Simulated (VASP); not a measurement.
Ag:

```xyz
1
Lattice="0.0000 2.0427 2.0427 2.0427 0.0000 2.0427 2.0427 2.0427 0.0000" Properties=species:S:1:pos:R:3 pbc="T T T"
Ag    0.0000    0.0000    0.0000
```

- Program: VASP 6.6.1
- Task: single point
- Functional: PBEsol
- Potentials or basis: VASP PAW PBE potentials, release 64 (Ag)
- Cutoff: 520 eV
- k mesh: 11 × 11 × 11
- Occupations: fermi-dirac, width 0.05 eV
- Spin: no spin polarisation

On this cell: pressure -3.1 GPa; band gap on the k mesh none (metal or under the smearing width).

The same run follows on a disturbed copy (cell strained at random at fixed volume):

```
CELL_PARAMETERS angstrom
-0.00622 2.03863 2.06720
2.01497 0.04695 2.01403
2.08560 2.05608 -0.02368
ATOMIC_POSITIONS crystal
Ag 0.00221 0.02855 0.98957
```

Q: What does the disturbed cell give?

A: The energy (extrapolated to zero smearing) moves by +5.9 meV/atom; pressure -2.7 GPa; band gap on the k mesh none (metal or under the smearing width).

Stress tensor (GPa, compression positive):
```
-2.48 -1.69  1.36
-1.69 -2.74 -0.80
 1.36 -0.80 -2.80
```

Caveats: the PAW data sets were made with another functional, which shifts forces and pressure a little.
